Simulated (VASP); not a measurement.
The system is Si.

```
Si
1.0
     4.12095    0.00000    0.00000
    -2.06047    3.56885    0.00000
     0.00000    0.00000    2.65479
Si
2
Cartesian
  0.0000 2.3792 1.3274
  2.0605 1.1896 1.3274
```

The cell was built by a generator and needn't be a form met in nature.

- Program: VASP 6.6.1
- Task: relaxation of cell and atoms
- Functional: AM05
- Potentials or basis: VASP PAW PBE potentials, release 64 (Si)
- Cutoff: 600 eV
- k mesh: 8 × 8 × 10
- Occupations: fermi-dirac, width 0.05 eV
- Spin: no spin polarisation

At the start: pressure -2.1 GPa; volume 19.52 Å³/atom.

Problem. Where does the relaxation end?

Solution. Over 7 steps the energy falls by 3.8 meV/atom and the volume is 19.03 Å³/atom (-2.5 %); space group P6/mmm (No. 191, to 0.05 Å).

Step by step:
| step | energy change (eV) | largest force (eV/Å) | pressure (GPa) | volume (Å³) |
| --- | --- | --- | --- | --- |
| 1 | 0.0000 | 0.0005 | -2.12 | 39.04 |
| 2 | -0.0060 | 0.0003 | 1.08 | 37.60 |
| 3 | -0.0077 | 0.0001 | 0.02 | 38.05 |
| 4 | -0.0077 | 0.0001 | -0.03 | 38.07 |
| 5 | -0.0077 | 0.0001 | -0.05 | 38.07 |
| 6 | -0.0077 | 0.0001 | -0.04 | 38.07 |
| 7 | -0.0077 | 0.0001 | 0.01 | 38.05 |

Final structure:
```xyz
2
Lattice="4.0953 0.0001 0.0000 -2.0476 3.5467 0.0000 0.0000 0.0000 2.6197" Properties=species:S:1:pos:R:3 pbc="T T T"
Si    0.0000    2.3645    1.3098
Si    2.0477    1.1823    1.3098
```

Caveat: the PAW data sets were made with another functional, which shifts forces and pressure a little.
